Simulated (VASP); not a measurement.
# Ir in VASP: single point with PBE+D3(BJ)

Aim: the single point of Ir with PBE+D3(BJ).

Program: VASP 6.6.1. These are calculated values, not measurements. Logs are shortened: lines on timing, memory, paths and dates and some standing lists are left out, and cuts for length are marked.

## (1) The cell of the first run

The cell holds a slab with vacuum, 3 atoms: a = 2.716 Å, b = 2.716 Å, c = 18.435 Å, α = 90.00°, β = 90.00°, γ = 120.00°.

The slab is cut from a database's or a generator's crystal, which needn't be the stable form of the element.

## (2) Single point, PBE+D3(BJ) (clean slab, lower half held)

INCAR reads:

```
ALGO = Normal
DIPOL = 0.5 0.5 0.497
EDIFF = 1E-6
ENCUT = 520
GGA = PE
IDIPOL = 3
ISIF = 2
ISMEAR = 0
IVDW = 12
LASPH = True
LCHARG = False
LDIPOL = True
LREAL = False
LWAVE = False
NBANDS = 20
NELM = 100
PREC = Accurate
SIGMA = 0.1
```

KPOINTS reads:

```
k-points
0
Gamma
  12 12 1
```

POSCAR reads:

```
Ir
1.0
    2.7156577786      0.0000000000      0.0000000000
   -1.3578288893      2.3518286243      0.0000000000
    0.0000000000      0.0000000000     18.4346505824
Ir
3
Direct
    0.6666666667      0.3333333333      0.3797197006
    0.3333333333      0.6666666667      0.4974536566
    0.0000000000      0.0000000000      0.6151787543
```

Potentials or basis: VASP PAW PBE potentials, release 64 (Ir).

Command:

```bash
> cat potpaw_PBE.64/Ir/POTCAR > POTCAR
> mpirun -np 1 vasp_std > vasp.out
```

OUTCAR:

```text
EDIFF = 1E-6
   ENCUT = 520
   GGA = PE
   ISIF = 2
   ISMEAR = 0
   IVDW = 12
   LASPH = True
   LREAL = False
   NELM = 100
   PREC = Accurate
 IVDW          = 12

 ion  position               nearest neighbor table
   1  0.667  0.333  0.380-   2 2.68   2 2.68   2 2.68
   2  0.333  0.667  0.497-   3 2.68   3 2.68   3 2.68   1 2.68   1 2.68   1 2.68
   3  0.000  0.000  0.615-   2 2.68   2 2.68   2 2.68

  LATTYP: Found a hexagonal cell.
 ALAT       =     2.7156577786
 C/A-ratio  =     6.7882819137

  Lattice vectors:

 A1 = (   2.7156577786,   0.0000000000,   0.0000000000)
 A2 = (  -1.3578288893,   2.3518286243,   0.0000000000)
 A3 = (   0.0000000000,   0.0000000000,  18.4346505824)

Analysis of symmetry for initial positions (statically):
=====================================================================
 Subroutine PRICEL returns:
 Original cell was already a primitive cell.

 Routine SETGRP: Setting up the symmetry group for a
 hexagonal supercell.

 Subroutine GETGRP returns: Found 12 space group operations
 (whereof  6 operations were pure point group operations)
 out of a pool of 24 trial point group operations.

The static configuration has the point symmetry C_3v.
 The point group associated with its full space group is D_3d.

Analysis of symmetry for dynamics (positions and initial velocities):
=====================================================================
 Subroutine PRICEL returns:
 Original cell was already a primitive cell.

 Routine SETGRP: Setting up the symmetry group for a
 hexagonal supercell.

 Subroutine GETGRP returns: Found 12 space group operations
 (whereof  6 operations were pure point group operations)
 out of a pool of 24 trial point group operations.

The dynamic configuration has the point symmetry C_3v.
 The point group associated with its full space group is D_3d.

 Subroutine INISYM returns: Found 12 space group operations
 (whereof  6 operations are pure point group operations),
 and found     1 'primitive' translations

----------------------------------------------------------------------------------------

                                     Primitive cell

  volume of cell :     117.7377

  direct lattice vectors                    reciprocal lattice vectors
     2.715657779  0.000000000  0.000000000     0.368234911  0.212600525  0.000000000
    -1.357828889  2.351828624  0.000000000     0.000000000  0.425201050  0.000000000
     0.000000000  0.000000000 18.434650582     0.000000000  0.000000000  0.054245672

  length of vectors
     2.715657779  2.715657779 18.434650582     0.425201050  0.425201050  0.054245672

  position of ions in fractional coordinates (direct lattice)
     0.666666667  0.333333333  0.379719701
     0.333333333  0.666666667  0.497453657
     0.000000000  0.000000000  0.615178754

  ion indices of the primitive-cell ions
   primitive index   ion index
                 1           1
                 2           2
                 3           3

----------------------------------------------------------------------------------------

 KPOINTS: k-points

Automatic generation of k-mesh.
 Grid dimensions read from file:
 generate k-points for:   12   12    1

 Generating k-lattice:

  Cartesian coordinates                     Fractional coordinates (reciprocal lattice)
     0.030686243  0.017716710  0.000000000     0.083333333  0.000000000  0.000000000
     0.000000000  0.035433421  0.000000000     0.000000000  0.083333333  0.000000000
     0.000000000  0.000000000  0.054245672     0.000000000  0.000000000  1.000000000

  Length of vectors
     0.035433421  0.035433421  0.054245672

  Shift w.r.t. Gamma in fractional coordinates (k-lattice)
     0.000000000  0.000000000  0.000000000

 Subroutine IBZKPT returns following result:
 ===========================================

 Found     19 irreducible k-points:

 Following reciprocal coordinates:
            Coordinates               Weight
  0.000000  0.000000  0.000000      1.000000
  0.083333  0.000000  0.000000      6.000000
  0.166667 -0.000000  0.000000      6.000000
  0.250000  0.000000  0.000000      6.000000
  0.333333  0.000000  0.000000      6.000000
  0.416667  0.000000  0.000000      6.000000
[... 11 lines left out ...]
  0.333333  0.250000  0.000000     12.000000
  0.333333  0.333333  0.000000      2.000000
   k-points           NKPTS =     19   k-points in BZ     NKDIM =     19   number of bands    NBANDS=     20
   number of dos      NEDOS =    301   number of ions     NIONS =      3
   total plane-waves  NPLWV =  56000
   dimension x,y,z NGX =    20 NGY =   20 NGZ =  140
   dimension x,y,z NGXF=    40 NGYF=   40 NGZF=  280
   ions per type =               3
   NGX,Y,Z   is equivalent  to a cutoff of  12.24, 12.24, 12.63 a.u.
   NGXF,Y,Z  is equivalent  to a cutoff of  24.49, 24.49, 25.25 a.u.
 SYSTEM =  unknown system
   PREC   = accura    normal or accurate (medium, high low for compatibility)
   ISTART =      0    job   : 0-new  1-cont  2-samecut
   ICHARG =      2    charge: 1-file 2-atom 10-const
   ISPIN  =      1    spin polarized calculation?
   LNONCOLLINEAR =      F non collinear calculations
   LSORBIT =      F    spin-orbit coupling
   LASPH  =      T    aspherical Exc in radial PAW
   ENCUT  =  520.0 eV  38.22 Ry    6.18 a.u.   5.05  5.05 34.28*2*pi/ulx,y,z
   NELM   =    100;   NELMIN=  2; NELMDL= -5     # of ELM steps
   EDIFF  = 0.1E-05   stopping-criterion for ELM
   LREAL  =      F    real-space projection
   EDIFFG = 0.1E-04   stopping-criterion for IOM
   NSW    =      0    number of steps for IOM
   IBRION =     -1    ionic relax: 0-MD 1-quasi-New 2-CG
   NFREE  =      0    steps in history (QN), initial steepest desc. (CG)
   ISIF   =      2    stress and relaxation
   ISYM   =      2    0-nonsym 1-usesym 2-fastsym
   POTIM  = 0.5000    time-step for ionic-motion
   TEBEG  =    0.0;   TEEND  =   0.0 temperature during run
   PSTRESS=    0.0 pullay stress
   NELECT =      27.0000    total number of electrons
   NUPDOWN=      -1.0000    fix difference up-down
   EMIN   =  10.00;   EMAX   =-10.00  energy-range for DOS
   EFERMI =   0.00;   METHOD = LEGACY
   ISMEAR =     0;   SIGMA  =   0.10  broadening in eV -4-tet -1-fermi 0-gaus
   EFERMI_NEDOS =   21; number of points for ismear=-14 and -15
   IALGO  =     38    algorithm
   IMIX   =      4    mixing-type and parameters
     AMIX     =   0.40;   BMIX     =  1.00
     AMIX_MAG =   1.60;   BMIX_MAG =  1.00
  volume/ion in A,a.u.               =      39.25       264.84
  Fermi-wavevector in a.u.,A,eV,Ry     =   1.002053  1.893606 13.661761  1.004111
  Thomas-Fermi vector in A             =   2.134516
   LORBIT       =      0    0 simple, 1 ext, 2 COOP (PROOUT), +10 PAW based schemes
   GGA     = PE    functional components
   LHFCALC =     F    Hartree Fock is set to
   AEXX    =    0.0000 exact exchange contribution
   IVDW    =    12    specifies the selected vdW correction
   LEPSILON=     F    determine dielectric tensor
   LRPA    =     F    only Hartree local field effects (RPA)
 non-spin polarized calculation
 Gauss-broadening in eV      SIGMA  =   0.10
  energy-cutoff  :      520.00
  volume of cell :      117.74
 maximum number of plane-waves:      3231
   NGX = 11   NGY = 11   NGZ = 69

 dipolmoment           0.000000      0.000000      0.000095 electrons x Angstroem

 number of electron      27.0000000 magnetization

 dipolmoment           0.000000      0.000000     -0.000517 electrons x Angstroem

 Free energy of the ion-electron system (eV)
  ---------------------------------------------------
  ext. energy  EPLUGINS =         0.00000000
  ---------------------------------------------------
  free energy    TOTEN  =       -24.71537260 eV

  energy without entropy =      -24.69524271  energy(sigma->0) =      -24.70530766

 E-fermi :   0.3114     XC(G=0):  -6.0790

 val. band max:        0.2692568118   @ k =   0.1667   0.1667   0.0000
 cond. band min:       0.3673980993   @ k =   0.3333   0.0000   0.0000
 fundamental gap:      0.0981412875
 Fermi energy:         0.3114218273

 k-point     1 :       0.0000    0.0000    0.0000
  band No.  band energies     occupation
      1      -9.9437      2.00000
      2      -7.8114      2.00000
      3      -7.5062      2.00000
      4      -3.5592      2.00000
      5      -3.5592      2.00000
      6      -3.4616      2.00000
[... 12 lines left out ...]
     19       1.0395      0.00000
     20       5.2490      0.00000

 k-point     2 :       0.0833    0.0000    0.0000
  band No.  band energies     occupation
      1      -9.6766      2.00000
      2      -7.5427      2.00000
      3      -7.2457      2.00000
      4      -3.9024      2.00000
      5      -3.5414      2.00000
      6      -3.4653      2.00000
[... 12 lines left out ...]
     19       2.3150      0.00000
     20       5.4335      0.00000

 k-point     3 :       0.1667   -0.0000    0.0000
  band No.  band energies     occupation
      1      -8.9438      2.00000
      2      -6.8696      2.00000
      3      -6.5707      2.00000
      4      -4.4956      2.00000
      5      -4.1043      2.00000
      6      -3.5545      2.00000
[... 12 lines left out ...]
     19       3.8241      0.00000
     20       5.9736      0.00000

 k-point     4 :       0.2500    0.0000    0.0000
  band No.  band energies     occupation
      1      -8.0015      2.00000
      2      -6.3991      2.00000
      3      -5.9678      2.00000
      4      -4.9751      2.00000
      5      -4.5065      2.00000
      6      -3.4306      2.00000
[... 12 lines left out ...]
     19       5.2534      0.00000
     20       6.8360      0.00000

 k-point     5 :       0.3333    0.0000    0.0000
  band No.  band energies     occupation
      1      -7.3511      2.00000
      2      -6.5370      2.00000
      3      -6.0906      2.00000
      4      -5.4592      2.00000
      5      -4.2499      2.00000
      6      -3.5322      2.00000
[... 12 lines left out ...]
     19       6.5791      0.00000
     20       7.9960      0.00000

 k-point     6 :       0.4167    0.0000    0.0000
  band No.  band energies     occupation
      1      -7.2300      2.00000
      2      -6.7981      2.00000
      3      -6.2977      2.00000
      4      -5.8106      2.00000
      5      -4.3355      2.00000
      6      -3.5970      2.00000
[... 12 lines left out ...]
     19       7.4938      0.00000
     20       8.1439      0.00000

 k-point     7 :       0.5000    0.0000    0.0000
  band No.  band energies     occupation
      1      -7.2593      2.00000
      2      -6.9044      2.00000
      3      -6.3694      2.00000
      4      -5.9353      2.00000
      5      -4.4048      2.00000
      6      -3.6893      2.00000
[... 12 lines left out ...]
     19       7.1869      0.00000
     20       7.2291      0.00000
[... 162 lines left out ...]
 k-point    15 :       0.3333    0.1667    0.0000
  band No.  band energies     occupation
      1      -6.4559      2.00000
      2      -6.3320      2.00000
      3      -5.8440      2.00000
      4      -4.9957      2.00000
      5      -4.4733      2.00000
      6      -3.9704      2.00000
[... 12 lines left out ...]
     19       7.7142      0.00000
     20       8.3531      0.00000

 k-point    16 :       0.4167    0.1667    0.0000
  band No.  band energies     occupation
      1      -6.4912      2.00000
      2      -6.3959      2.00000
      3      -5.8940      2.00000
      4      -5.0957      2.00000
      5      -4.5449      2.00000
      6      -3.7871      2.00000
[... 12 lines left out ...]
     19       7.1545      0.00000
     20       7.4032      0.00000

 k-point    17 :       0.2500    0.2500    0.0000
  band No.  band energies     occupation
      1      -6.0753      2.00000
      2      -6.0519      2.00000
      3      -5.4209      2.00000
      4      -4.8562      2.00000
      5      -4.5747      2.00000
      6      -3.9639      2.00000
[... 12 lines left out ...]
     19       8.5863      0.00000
     20       8.7898      0.00000

 k-point    18 :       0.3333    0.2500    0.0000
  band No.  band energies     occupation
      1      -6.0399      2.00000
      2      -5.8120      2.00000
      3      -5.3798      2.00000
      4      -5.0716      2.00000
      5      -4.4123      2.00000
      6      -3.8930      2.00000
[... 12 lines left out ...]
     19       7.4623      0.00000
     20       7.9771      0.00000

 k-point    19 :       0.3333    0.3333    0.0000
  band No.  band energies     occupation
      1      -5.5906      2.00000
      2      -5.5862      2.00000
      3      -5.5757      2.00000
      4      -4.7934      2.00000
      5      -4.7919      2.00000
      6      -3.3847      2.00000
[... 12 lines left out ...]
     19       8.3299      0.00000
     20       8.3312      0.00000

------------------------ aborting loop because EDIFF is reached ----------------------------------------

 vacuum level on the upper side and lower side of the slab       (xc-potential included)        -0.188        -0.173

 Edisp (eV)   -1.45556

 E8    (eV) :    -0.7101

  FORCE on cell =-STRESS in cart. coord.  units (eV):
  Direction    XX          YY          ZZ          XY          YZ          ZX
  --------------------------------------------------------------------------------------
  -------------------------------------------------------------------------------------
  Total      -2.76119    -2.76119     0.13051    -0.00000     0.00000     0.00000
  in kB     -37.57430   -37.57430     1.77605    -0.00000     0.00000     0.00000
  external pressure =      -24.46 kB  Pullay stress =        0.00 kB

 VOLUME and BASIS-vectors are now :
 -----------------------------------------------------------------------------
  energy-cutoff  :      520.00
  volume of cell :      117.74
      direct lattice vectors                 reciprocal lattice vectors
     2.715657779  0.000000000  0.000000000     0.368234911  0.212600525  0.000000000
    -1.357828889  2.351828624  0.000000000     0.000000000  0.425201050  0.000000000
     0.000000000  0.000000000 18.434650582     0.000000000  0.000000000  0.054245672

 POSITION                                       TOTAL-FORCE (eV/Angst)
 -----------------------------------------------------------------------------------
      1.35783      0.78394      7.00000         0.000000      0.000000     -0.040367
     -0.00000      1.56789      9.17038        -0.000000     -0.000000      0.000000
      0.00000      0.00000     11.34061        -0.000000     -0.000000      0.040367
 -----------------------------------------------------------------------------------
    total drift:                                0.000000     -0.000000     -0.064846

  FREE ENERGIE OF THE ION-ELECTRON SYSTEM (eV)
  ---------------------------------------------------
  free  energy   TOTEN  =       -26.1709335397 eV

  energy  without entropy=      -26.1508036405  energy(sigma->0) =      -26.16086859

 vacuum level on the upper side and lower side of the slab         5.524         5.540
```

Wall time 37 s (1 thread of Intel Xeon 6975P-C (Granite Rapids), shared host); peak memory 0.24 GiB.

What came out:

```yaml
Free_energy: -26.1709 eV
Largest_force: 0.040 eV/Å
Band_gap_on_the_k_mesh: none (metal or under the smearing width)
Dispersion_energy_per_atom: -0.485 eV
```

Forces on the atoms (eV/Å):
```
Ir   0.000  0.000 -0.040
Ir   0.000  0.000  0.000
Ir   0.000  0.000  0.040
```
